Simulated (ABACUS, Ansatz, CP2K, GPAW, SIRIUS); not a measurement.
## Cost and result for the equilibrium volume of ZnSe

The structure is cubic, space group F-43m (No. 216). Conventional cell: a = 5.668 Å, b = 5.668 Å, c = 5.668 Å, α = 90.00°, β = 90.00°, γ = 90.00°. Se (site symmetry -43m) has 4 Zn at 2.45 Å as nearest neighbours. Around Zn (site symmetry -43m) lie 4 Se at 2.45 Å.

| rung | level | program and potentials | cutoff (eV) | k mesh | smearing | task | core time | chip | equilibrium volume (Å³/atom) | miss | notes |
| --- | --- | --- | --- | --- | --- | --- | --- | --- | --- | --- | --- |
| GGA | WC | GPAW, PAW data sets generated for this functional | 600 | 7 × 7 × 7 | fermi-dirac 0.05 | equation of state | 30 s | AMD EPYC 9R45 Zen 5 | 22.33 | -1.9 % | - |
| GGA + dispersion | PBE+D4 | Ansatz, all-electron LAPW, scalar-relativistic | - | 8 × 8 × 8 | fermi-dirac 0.05 | relaxation of cell and atoms | 45 s | Intel Xeon Skylake/Cascade Lake | 22.66 | -0.5 % | - |
| GGA + dispersion | OLYP+D4 | GPAW, PAW data sets generated for this functional | 600 | 7 × 7 × 7 | fermi-dirac 0.05 | equation of state | 46 s | Intel Xeon 6975P-C Granite Rapids | 22.20 | -2.5 % | - |
| GGA + dispersion | BLYP+D4 | GPAW, PAW data sets generated for this functional | 600 | 7 × 7 × 7 | fermi-dirac 0.05 | equation of state | 57 s | Intel Xeon Platinum 8488C Sapphire Rapids | 22.85 | +0.4 % | - |
| GGA | PW91 | GPAW, PAW data sets generated for this functional | 600 | 7 × 7 × 7 | fermi-dirac 0.05 | equation of state | 61 s | Intel Xeon Platinum 8488C Sapphire Rapids | 23.42 | +2.9 % | - |
| GGA + dispersion | PBEsol+D3(BJ) | Ansatz, all-electron LAPW, scalar-relativistic | - | 8 × 8 × 8 | fermi-dirac 0.05 | relaxation of cell and atoms | 64 s | Intel Xeon Skylake/Cascade Lake | (a) | ? | - |
| GGA + dispersion | revPBE+D3(BJ) | GPAW, the program's PAW data sets (release 1.2.1) made for this functional | 600 | 7 × 7 × 7 | fermi-dirac 0.05 | equation of state | 65 s | Intel Xeon Platinum 8488C Sapphire Rapids | 22.33 | -1.9 % | - |
| GGA + dispersion | revPBE+D4 | GPAW, the program's PAW data sets (release 1.2.1) made for this functional | 600 | 7 × 7 × 7 | fermi-dirac 0.05 | equation of state | 65 s | Intel Xeon Platinum 8488C Sapphire Rapids | (b) | ? | - |
| GGA + dispersion | RPBE+D3(zero damping) | GPAW, the program's PAW data sets (release 1.2.1) made for this functional | 600 | 7 × 7 × 7 | fermi-dirac 0.05 | equation of state | 74 s | Intel Xeon Platinum 8488C Sapphire Rapids | 22.93 | +0.7 % | - |
| GGA | PBE | GPAW, GPAW PAW data sets (gpaw-data 1.2.1) | 600 | 8 × 8 × 8 | fermi-dirac 0.05 | equation of state | 2 min | Arm Neoverse V1 | 23.55 | +3.4 % | - |
| GGA | PBE | GPAW, PAW data sets generated for this functional | 600 | 7 × 7 × 7 | fermi-dirac 0.05 | equation of state | 3 min | Intel Xeon Skylake/Cascade Lake | 23.55 | +3.4 % | - |
| GGA | PBE | SIRIUS, all-electron FP-LAPW, apw+lo standard | - | 8 × 8 × 8 | fermi-dirac 0.05 | equation of state | 7 min | Arm Neoverse V1 | (c) | ? | - |
| GGA | PBEsol | ABACUS, PseudoDojo NC SR 0.4.1 PBEsol standard, plane waves | 1184 | 8 × 8 × 8 | fermi-dirac 0.05 | equation of state | 8.4 min | AMD EPYC 7R43 Zen 3 | 22.33 | -1.9 % | - |
| GGA | PBEsol | CP2K, POTENTIAL_UZH Se GTH-PBE-q6, Zn GTH-PBE-q12; TZVP-MOLOPT-PBE-GTH basis | - | 8 × 8 × 8 | fermi-dirac 0.1 | equation of state | 9 min | Intel Xeon Platinum 8259CL Skylake/Cascade Lake | 22.74 | -0.1 % | atomic basis; potentials made for PBE |

Times are single runs on shared hosts and different chips, so they are rough; meshes, cutoffs and the tasks' sizes weigh on the time. All rows: no spin polarisation. Smearing widths are in eV. Meshes differ between rows, which moves values too. Meshes are those of the run's cell of 2 atoms unless a note names another. Relaxations start from the cell shown or near it and stop with a little pressure left. Misses use the values as printed. Runs on faulty files, with rough fits or with known faults for this quantity aren't shown. No row holds spin-orbit coupling.

Measured: 22.77 Å³/atom at 300 K (a printed reference work). The runs are for a static lattice.

Question: Estimate the values left out from the other rows.

Answer: (a) 21.67 Å³/atom, miss -4.8 %; (b) 22.52 Å³/atom, miss -1.1 %; (c) 23.54 Å³/atom, miss +3.4 %.
